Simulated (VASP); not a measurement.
# CdSe (Cadmoselite) (P6_3mc) in VASP: a series of runs

The runs below take CdSe (Cadmoselite) through single point, relaxation of cell and atoms, with r2SCAN, PBE.

Everything below comes from runs of VASP 6.6.1. Logs are shortened: lines on timing, memory, paths and dates and some standing lists are left out, and cuts for length are marked.

**What was measured.**

A printed reference work, data compilation reports, for a bulk crystal of CdSe at 2 K: band gap 1.841 eV.

The runs below are set against these values where they give the same quantity.

## (1) The cell of the first run

It takes space group P6_3mc (No. 186, hexagonal). Conventional cell: a = 4.369 Å, b = 4.369 Å, c = 7.124 Å, α = 90.00°, β = 90.00°, γ = 120.00°. Cd (site symmetry 3m) has 4 Se at 2.67 to 2.68 Å within 3.5 Å. Se (site symmetry 3m) has 4 Cd at 2.67 to 2.68 Å within 3.5 Å.

## (2) Single point, r2SCAN

File POSCAR:

```
CdSe
1.0
    4.3693978515      0.0000000029      0.0000000000
   -2.1846989283      3.7840095372      0.0000000000
    0.0000000000      0.0000000000      7.1238349500
Cd Se
2 2
Direct
    0.3333333333      0.6666666667      0.0045324400
    0.6666666667      0.3333333333      0.5045324400
    0.3333333333      0.6666666667      0.3804675600
    0.6666666667      0.3333333333      0.8804675600
```

File INCAR.step1:

```
SYSTEM = CdSe
  PREC = Accurate
  ENCUT = 520
  ISMEAR = -1
  SIGMA = 0.02
  LREAL = .FALSE.
  LASPH = .TRUE.
  NELM = 60
  NBANDS = 26
  GGA = PE
  ALGO = Normal
  EDIFF = 1E-4
  LWAVE = .TRUE.
  LCHARG = .FALSE.
```

File INCAR.step2:

```
SYSTEM = CdSe
  PREC = Accurate
  ENCUT = 520
  EDIFF = 1E-7
  ISMEAR = -1
  SIGMA = 0.02
  LREAL = .FALSE.
  LASPH = .TRUE.
  NELM = 60
  ALGO = Normal
  ISIF = 2
  LWAVE = .FALSE.
  LCHARG = .TRUE.
  METAGGA = R2SCAN
  LMIXTAU = .TRUE.
  LELF = .TRUE.
  LVHAR = .TRUE.
  NBANDS = 26
  ISTART = 1
```

File KPOINTS:

```
Automatic mesh
0
G
  6 6 4
  0 0 0
```

Potentials or basis: VASP PAW PBE potentials, release 64 (Cd, Se).

Run with:

```
$ cat potpaw_PBE.64/Cd/POTCAR potpaw_PBE.64/Se/POTCAR > POTCAR
$ cp INCAR.step1 INCAR
$ mpirun -np 1 vasp_std > vasp.out
$ cp INCAR.step2 INCAR
$ mpirun -np 1 vasp_std > vasp.out
```

OUTCAR:

```text
SYSTEM = CdSe
   PREC = Accurate
   ENCUT = 520
   EDIFF = 1E-7
   ISMEAR = -1
   LREAL = .FALSE.
   LASPH = .TRUE.
   NELM = 60
   ISIF = 2
   METAGGA = R2SCAN
   ISTART = 1

 ion  position               nearest neighbor table
   1  0.333  0.667  0.005-   4 2.67   4 2.67   4 2.67   3 2.68
   2  0.667  0.333  0.505-   3 2.67   3 2.67   3 2.67   4 2.68
   3  0.333  0.667  0.380-   2 2.67   2 2.67   2 2.67   1 2.68
   4  0.667  0.333  0.880-   1 2.67   1 2.67   1 2.67   2 2.68

  LATTYP: Found a hexagonal cell.
 ALAT       =     4.3693978515
 C/A-ratio  =     1.6303928349

  Lattice vectors:

 A1 = (   4.3693978515,   0.0000000029,   0.0000000000)
 A2 = (  -2.1846989283,   3.7840095372,   0.0000000000)
 A3 = (   0.0000000000,   0.0000000000,   7.1238349500)

Analysis of symmetry for initial positions (statically):
=====================================================================
 Subroutine PRICEL returns:
 Original cell was already a primitive cell.

 Routine SETGRP: Setting up the symmetry group for a
 hexagonal supercell.

 Subroutine GETGRP returns: Found 12 space group operations
 (whereof  6 operations were pure point group operations)
 out of a pool of 24 trial point group operations.

The static configuration has the point symmetry C_3v.
 The point group associated with its full space group is C_6v.

Analysis of symmetry for dynamics (positions and initial velocities):
=====================================================================
 Subroutine PRICEL returns:
 Original cell was already a primitive cell.

 Routine SETGRP: Setting up the symmetry group for a
 hexagonal supercell.

 Subroutine GETGRP returns: Found 12 space group operations
 (whereof  6 operations were pure point group operations)
 out of a pool of 24 trial point group operations.

The dynamic configuration has the point symmetry C_3v.
 The point group associated with its full space group is C_6v.

 Subroutine INISYM returns: Found 12 space group operations
 (whereof  6 operations are pure point group operations),
 and found     1 'primitive' translations

----------------------------------------------------------------------------------------

                                     Primitive cell
[... 85 lines left out ...]
   ISPIN  =      1    spin polarized calculation?
   LNONCOLLINEAR =      F non collinear calculations
   LSORBIT =      F    spin-orbit coupling
   LASPH  =      T    aspherical Exc in radial PAW
   ENCUT  =  520.0 eV  38.22 Ry    6.18 a.u.   8.12  8.12 13.25*2*pi/ulx,y,z
   NELM   =     60;   NELMIN=  2; NELMDL=  0     # of ELM steps
   EDIFF  = 0.1E-06   stopping-criterion for ELM
   LREAL  =      F    real-space projection
   EDIFFG = 0.1E-05   stopping-criterion for IOM
   NSW    =      0    number of steps for IOM
   IBRION =     -1    ionic relax: 0-MD 1-quasi-New 2-CG
   NFREE  =      0    steps in history (QN), initial steepest desc. (CG)
   ISIF   =      2    stress and relaxation
   ISYM   =      2    0-nonsym 1-usesym 2-fastsym
   POTIM  = 0.5000    time-step for ionic-motion
   TEBEG  =    0.0;   TEEND  =   0.0 temperature during run
   PSTRESS=    0.0 pullay stress
   NELECT =      36.0000    total number of electrons
   NUPDOWN=      -1.0000    fix difference up-down
   EMIN   =  10.00;   EMAX   =-10.00  energy-range for DOS
   EFERMI =   0.00;   METHOD = LEGACY
   ISMEAR =    -1;   SIGMA  =   0.02  broadening in eV -4-tet -1-fermi 0-gaus
   EFERMI_NEDOS =   21; number of points for ismear=-14 and -15
   IALGO  =     38    algorithm
   IMIX   =      4    mixing-type and parameters
     AMIX     =   0.40;   BMIX     =  1.00
     AMIX_MAG =   1.60;   BMIX_MAG =  1.00
  volume/ion in A,a.u.               =      29.45       198.71
  Fermi-wavevector in a.u.,A,eV,Ry     =   1.102757  2.083908 16.545674  1.216073
  Thomas-Fermi vector in A             =   2.239205
   LORBIT       =      0    0 simple, 1 ext, 2 COOP (PROOUT), +10 PAW based schemes
   METAGGA = R2SCAN    functional components
   LHFCALC =     F    Hartree Fock is set to
   AEXX    =    0.0000 exact exchange contribution
   IVDW    =     0    specifies the selected vdW correction
   LEPSILON=     F    determine dielectric tensor
   LRPA    =     F    only Hartree local field effects (RPA)
 non-spin polarized calculation
  energy-cutoff  :      520.00
  volume of cell :      117.78
 maximum number of plane-waves:      3192
   NGX = 17   NGY = 17   NGZ = 27

 number of electron      35.9999992 magnetization

 Free energy of the ion-electron system (eV)
  ---------------------------------------------------
  ext. energy  EPLUGINS =         0.00000000
  ---------------------------------------------------
  free energy    TOTEN  =       -71.82612307 eV

  energy without entropy =      -71.82612307  energy(sigma->0) =      -71.82612307

 E-fermi :   0.7325     XC(G=0):  -9.2024

 val. band max:        0.2933660983   @ k =   0.0000   0.0000   0.0000
 cond. band min:       1.3388988356   @ k =   0.0000   0.0000   0.0000
 fundamental gap:      1.0455327374
 Fermi energy:         0.7325368234

 k-point     1 :       0.0000    0.0000    0.0000
  band No.  band energies     occupation
      1     -12.4759      2.00000
      2     -12.1304      2.00000
      3      -7.7261      2.00000
      4      -7.7202      2.00000
      5      -7.7202      2.00000
      6      -7.6556      2.00000
[... 598 lines left out ...]
     25       9.6017      0.00000
     26       9.6032      0.00000

------------------------ aborting loop because EDIFF is reached ----------------------------------------

  FORCE on cell =-STRESS in cart. coord.  units (eV):
  Direction    XX          YY          ZZ          XY          YZ          ZX
  --------------------------------------------------------------------------------------
  -------------------------------------------------------------------------------------
  Total       -0.5519247     -0.5519247     -0.5530926      0.0000000      0.0000000      0.0000000
  in kB       -7.5076286     -7.5076286     -7.5235151      0.0000000      0.0000000      0.0000000
  external PRESSURE =      -7.5129241 kB  Pullay stress =       0.0000000 kB

 VOLUME and BASIS-vectors are now :
 -----------------------------------------------------------------------------
  energy-cutoff  :      520.00
  volume of cell :      117.78
      direct lattice vectors                 reciprocal lattice vectors
     4.369397851  0.000000003  0.000000000     0.228864487  0.132134974  0.000000000
    -2.184698928  3.784009537  0.000000000    -0.000000000  0.264269947  0.000000000
     0.000000000  0.000000000  7.123834950     0.000000000  0.000000000  0.140373831

 POSITION                                       TOTAL-FORCE (eV/Angst)
 -----------------------------------------------------------------------------------
     -0.00000      2.52267      0.03229        -0.000000      0.000000     -0.001011
      2.18470      1.26134      3.59421         0.000000     -0.000000     -0.001011
     -0.00000      2.52267      2.71039         0.000000      0.000000      0.001011
      2.18470      1.26134      6.27231        -0.000000      0.000000      0.001011
 -----------------------------------------------------------------------------------
    total drift:                               -0.000000      0.000000      0.003844

  FREE ENERGIE OF THE ION-ELECTRON SYSTEM (eV)
  ---------------------------------------------------
  free  energy   TOTEN  =       -71.8261230734 eV

  energy  without entropy=      -71.8261230734  energy(sigma->0) =      -71.82612307
```

Run time: 2.5 min. Hardware: 1 thread of Intel Xeon Platinum 8488C (Sapphire Rapids), shared host; peak memory 0.27 GiB.

Results:

| Property | Result |
| --- | --- |
| Free energy | -71.8261 eV |
| Pressure | -0.8 GPa |
| Band gap on the k mesh | 1.05 eV, direct |

Caveat: the PAW data sets were made with another functional, which shifts forces and pressure a little.

## (3) Single point, r2SCAN

This run uses another cell than the first one, of 30.02 Å³/atom, 1.020 times its volume.

File POSCAR:

```
CdSe
1.0
    4.3977713613      0.0000000000      0.0000000000
   -2.1988856806      3.8085817189      0.0000000000
    0.0000000000      0.0000000000      7.1700949100
Cd Se
2 2
Direct
    0.3333333333      0.6666666667      0.0045324400
    0.6666666667      0.3333333333      0.5045324400
    0.3333333333      0.6666666667      0.3804675600
    0.6666666667      0.3333333333      0.8804675600
```

File INCAR.step1:

```
PREC = Accurate ; ENCUT = 520
ISMEAR = -1 ; SIGMA = 0.02
LREAL = F ; LASPH = T
NELM = 100 ; NBANDS = 26
GGA = PE ; ALGO = Normal
EDIFF = 1E-4 ; LWAVE = T
LCHARG = F
```

File INCAR.step2:

```
PREC = Accurate ; ENCUT = 520
EDIFF = 1E-7 ; ISMEAR = -1
SIGMA = 0.02 ; LREAL = F
LASPH = T ; NELM = 100
ALGO = Normal ; ISIF = 2
LWAVE = F ; LCHARG = F
METAGGA = R2SCAN ; LMIXTAU = T
NBANDS = 26 ; ISTART = 1
```

File KPOINTS:

```
Automatic mesh
0
Gamma
  6 6 4
```

Potentials or basis: VASP PAW PBE potentials, release 64 (Cd, Se).

Run with:

```
$ cat potpaw_PBE.64/Cd/POTCAR potpaw_PBE.64/Se/POTCAR > POTCAR
$ cp INCAR.step1 INCAR
$ mpirun -np 1 vasp_std > vasp.out
$ cp INCAR.step2 INCAR
$ mpirun -np 1 vasp_std > vasp.out
```

Run time: 3.7 min. Hardware: 1 thread of Intel Xeon Platinum 8488C (Sapphire Rapids), shared host; peak memory 0.3 GiB.

It converged, with:

```
Free energy            : -71.8089 eV
Pressure               : -1.6 GPa
Band gap on the k mesh : 1.00 eV, direct
```

Levels at points of the mesh, in eV from the valence-band top:
```
           k point  band 16  band 17  band 18  band 19  band 20  band 21
(0.00, 0.00, 0.00)    -0.04     0.00     0.00     1.00     2.58     6.37
(0.50, 0.00, 0.00)    -1.68    -1.19    -0.68     3.53     3.70     5.10
(0.00, 0.00, 0.50)    -0.36    -0.36    -0.36     2.69     2.69     6.20
(0.50, 0.00, 0.50)    -1.23    -1.21    -1.21     3.30     3.30     5.25
```

Caveat: the PAW data sets were made with another functional, which shifts forces and pressure a little.

## (4) Single point, r2SCAN

This run uses another cell than the first one, of 30.60 Å³/atom, 1.039 times its volume.

File POSCAR:

```
CdSe
1.0
    4.4257833965      0.0000000000      0.0000000000
   -2.2128916983      3.8328408530      0.0000000000
    0.0000000000      0.0000000000      7.2157655400
Cd Se
2 2
Direct
    0.3333333333      0.6666666667      0.0045324400
    0.6666666667      0.3333333333      0.5045324400
    0.3333333333      0.6666666667      0.3804675600
    0.6666666667      0.3333333333      0.8804675600
```

File INCAR.step1:

```
PREC = Accurate
ENCUT = 520
ISMEAR = -1
SIGMA = 0.02
LREAL = F
LASPH = T
NELM = 100
NBANDS = 26
GGA = PE
ALGO = Normal
EDIFF = 1E-4
LWAVE = T
LCHARG = F
```

File INCAR.step2:

```
PREC = Accurate
ENCUT = 520
EDIFF = 1E-6
ISMEAR = -1
SIGMA = 0.02
LREAL = F
LASPH = T
NELM = 100
ALGO = Normal
ISIF = 2
LWAVE = F
LCHARG = F
METAGGA = R2SCAN
LMIXTAU = T
NBANDS = 26
ISTART = 1
```

File KPOINTS:

```
regular mesh
0
Gamma
  6 6 4
```

Potentials or basis: VASP PAW PBE potentials, release 64 (Cd, Se).

Run with:

```
$ cat potpaw_PBE.64/Cd/POTCAR potpaw_PBE.64/Se/POTCAR > POTCAR
$ cp INCAR.step1 INCAR
$ mpirun -np 1 vasp_std > vasp.out
$ cp INCAR.step2 INCAR
$ mpirun -np 1 vasp_std > vasp.out
```

OUTCAR:

```text
PREC = Accurate
   ENCUT = 520
   EDIFF = 1E-6
   ISMEAR = -1
   LREAL = F
   LASPH = T
   NELM = 100
   ISIF = 2
   METAGGA = R2SCAN
   ISTART = 1

 ion  position               nearest neighbor table
   1  0.333  0.667  0.005-   4 2.71   4 2.71   4 2.71   3 2.71
   2  0.667  0.333  0.505-   3 2.71   3 2.71   3 2.71   4 2.71
   3  0.333  0.667  0.380-   2 2.71   2 2.71   2 2.71   1 2.71
   4  0.667  0.333  0.880-   1 2.71   1 2.71   1 2.71   2 2.71

  LATTYP: Found a hexagonal cell.
[... 803 lines left out ...]
  FORCE on cell =-STRESS in cart. coord.  units (eV):
  Direction    XX          YY          ZZ          XY          YZ          ZX
  --------------------------------------------------------------------------------------
  -------------------------------------------------------------------------------------
  Total       -1.8623304     -1.8623304     -1.8664536      0.0000000      0.0000000      0.0000000
  in kB      -24.3766463    -24.3766463    -24.4306169      0.0000000      0.0000000      0.0000000
  external PRESSURE =     -24.3946365 kB  Pullay stress =       0.0000000 kB

 VOLUME and BASIS-vectors are now :
 -----------------------------------------------------------------------------
  energy-cutoff  :      520.00
  volume of cell :      122.40
      direct lattice vectors                 reciprocal lattice vectors
     4.425783396  0.000000000  0.000000000     0.225948699  0.130451542  0.000000000
    -2.212891698  3.832840853  0.000000000     0.000000000  0.260903084  0.000000000
     0.000000000  0.000000000  7.215765540     0.000000000  0.000000000  0.138585434

 POSITION                                       TOTAL-FORCE (eV/Angst)
 -----------------------------------------------------------------------------------
     -0.00000      2.55523      0.03271        -0.000000     -0.000000     -0.003087
      2.21289      1.27761      3.64059         0.000000      0.000000     -0.003087
     -0.00000      2.55523      2.74536         0.000000     -0.000000      0.003087
      2.21289      1.27761      6.35325         0.000000     -0.000000      0.003087
 -----------------------------------------------------------------------------------
    total drift:                               -0.000000     -0.000000      0.004387

  FREE ENERGIE OF THE ION-ELECTRON SYSTEM (eV)
  ---------------------------------------------------
  free  energy   TOTEN  =       -71.7794391805 eV

  energy  without entropy=      -71.7794391805  energy(sigma->0) =      -71.77943918
```

OSZICAR.step1:

```text
N       E                     dE             d eps       ncg     rms          rms(c)
DAV:   1     0.235476343143E+03    0.23548E+03   -0.16804E+04  1092   0.123E+03
DAV:   2     0.119184981019E+01   -0.23428E+03   -0.22688E+03  1188   0.304E+02
DAV:   3    -0.116511583139E+02   -0.12843E+02   -0.12767E+02  1314   0.702E+01
DAV:   4    -0.117662255085E+02   -0.11507E+00   -0.11493E+00  1192   0.625E+00
DAV:   5    -0.117669453188E+02   -0.71981E-03   -0.71978E-03  1262   0.481E-01    0.738E+00
DAV:   6    -0.110137570866E+02    0.75319E+00   -0.12977E+00  1202   0.104E+01    0.600E+00
DAV:   7    -0.109823210530E+02    0.31436E-01   -0.44743E-01  1160   0.335E+00    0.257E+00
DAV:   8    -0.109828653789E+02   -0.54433E-03   -0.36998E-02  1148   0.187E+00    0.347E-01
DAV:   9    -0.109829460438E+02   -0.80665E-04   -0.57024E-03  1186   0.805E-01    0.846E-02
DAV:  10    -0.109831765509E+02   -0.23051E-03   -0.73161E-04  1142   0.270E-01    0.706E-02
DAV:  11    -0.109832660312E+02   -0.89480E-04   -0.21839E-04   968   0.813E-02
   1 F= -.10983266E+02 E0= -.10983266E+02  d E =-.631090E-07
```

Wall time 3 min (1 thread of Intel Xeon Platinum 8488C (Sapphire Rapids), shared host); peak memory 0.3 GiB.

What came out:

- Free energy: -71.7794 eV
- Pressure: -2.4 GPa
- Largest force: 0.003 eV/Å
- Band gap on the k mesh: 0.95 eV, direct

Forces on the atoms (eV/Å):
```
Cd   0.000  0.000 -0.003
Cd   0.000  0.000 -0.003
Se   0.000  0.000  0.003
Se   0.000  0.000  0.003
```

Levels at points of the mesh, in eV from the valence-band top:
| k point | band 16 | band 17 | band 18 | band 19 | band 20 | band 21 |
| --- | --- | --- | --- | --- | --- | --- |
| (0.00, 0.00, 0.00) | -0.04 | 0.00 | 0.00 | 0.95 | 2.56 | 6.36 |
| (0.50, 0.00, 0.00) | -1.62 | -1.14 | -0.65 | 3.48 | 3.69 | 5.10 |
| (0.00, 0.00, 0.50) | -0.34 | -0.34 | -0.34 | 2.64 | 2.64 | 6.16 |
| (0.50, 0.00, 0.50) | -1.18 | -1.17 | -1.17 | 3.28 | 3.28 | 5.24 |

Caveat: the PAW data sets were made with another functional, which shifts forces and pressure a little.

[end of part 1 of 2]
